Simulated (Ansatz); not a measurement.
A crystal relaxed with r2SCAN+rVV10 in Ansatz 0.2.0 has space group P-3m1 (No. 164) and a = 3.825 Å, c = 6.227 Å.

```json
{"atom": "Sn", "site": "1a", "x": "0.0000", "y": "0.0000", "z": "0.0000"}
{"atom": "Xx", "site": "2d", "x": "0.3333", "y": "0.6667", "z": "0.2531"}
```

With r2SCAN the valence top lies at k = (-0.089, 0.172, 0) and the conduction bottom at k = (0, 0.458, 0.344), 0.92 eV higher; the smallest vertical gap, at k = (0, 0.417, 1/4), is 1.49 eV. The HSE06 gap is indirect, 1.30 eV (k = (-0.089, 0.172, 0) to k = (0, 0.458, 0.344)), below the direct gap of 1.88 eV at k = (0, 0.458, 0.344). PBE0 gives an indirect gap of 1.95 eV, from k = (-0.089, 0.172, 0) to k = (0, 0.458, 0.344); the least direct gap is 2.54 eV at Γ. Meshes: r2SCAN 12×12×4, HSE06 6×6×4, PBE0 6×6×4.

Task: Which element is Xx?
A. O
B. S
C. Te
D. Se

Result: D. Xx is Se: SnSe2 (CdI2 type). Around Sn lie 6 Se at 2.71 Å; around Se lie 3 Sn at 2.71 Å.

(Simulation; spin polarisation is off.)

Spin-orbit coupling is left out, which matters wherever the heavy atoms make up the band edges.

Where an edge lies off the special points, it is a point of the mesh or the k point where a search put PBE's edge or least direct gap, reused for the other functionals, whose own edges may lie a little apart.

Coordinates of k points refer to the reciprocal vectors of the primitive cell of the runs.

The meshes of the hybrids are coarse, so their gaps aren't converged to the digits shown.
